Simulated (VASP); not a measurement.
Cu:

```
CELL_PARAMETERS angstrom
3.54692 0.00000 0.00000
-1.77346 3.07172 0.00000
0.00000 0.00000 3.02347
ATOMIC_POSITIONS crystal
Cu 0.33333 0.66667 0.50000
Cu 0.00000 0.00000 0.00000
Cu 0.66667 0.33333 0.50000
```

The cell was built by a generator and needn't be a form met in nature.

- Program: VASP 6.6.1
- Task: relaxation of cell and atoms
- Functional: PBE
- Potentials or basis: VASP PAW PBE potentials, release 64 (Cu)
- Cutoff: 600 eV
- k mesh: 6 × 6 × 6
- Occupations: gaussian, width 0.1 eV
- Spin: no spin polarisation

At the start: pressure 42.0 GPa; volume 10.98 Å³/atom.

Problem. Where does the relaxation end?

Solution. Over 13 steps the energy falls by 622.4 meV/atom and the volume is 12.20 Å³/atom (+11.1 %); space group P6/mmm (No. 191, to 0.05 Å).

The path:
```csv
step,energy change (eV),largest force (eV/Å),pressure (GPa),volume (Å³)
1,0.0000,0.0000,42.03,32.94
2,-0.9659,0.0000,-16.47,48.07
3,-1.3515,0.0000,-5.79,41.34
4,-1.6087,0.0000,-4.46,39.43
5,-1.7583,0.0000,-2.05,37.74
6,-1.7236,0.0000,12.39,34.13
7,-1.8265,0.0000,0.47,36.65
8,-1.8167,0.0000,7.90,34.85
9,-1.8507,0.0000,2.77,35.95
10,-1.8518,0.0000,3.94,35.66
11,-1.8521,0.0000,3.48,35.78
12,-1.8627,0.0000,-1.32,37.08
13,-1.8672,0.0000,0.28,36.61
```

Final structure:
```xyz
3
Lattice="4.1545 0.0000 0.0000 -2.0772 3.5979 0.0000 0.0000 0.0000 2.4495" Properties=species:S:1:pos:R:3 pbc="T T T"
Cu    0.0000    2.3986    1.2248
Cu    0.0000    0.0000    0.0000
Cu    2.0772    1.1993    1.2248
```
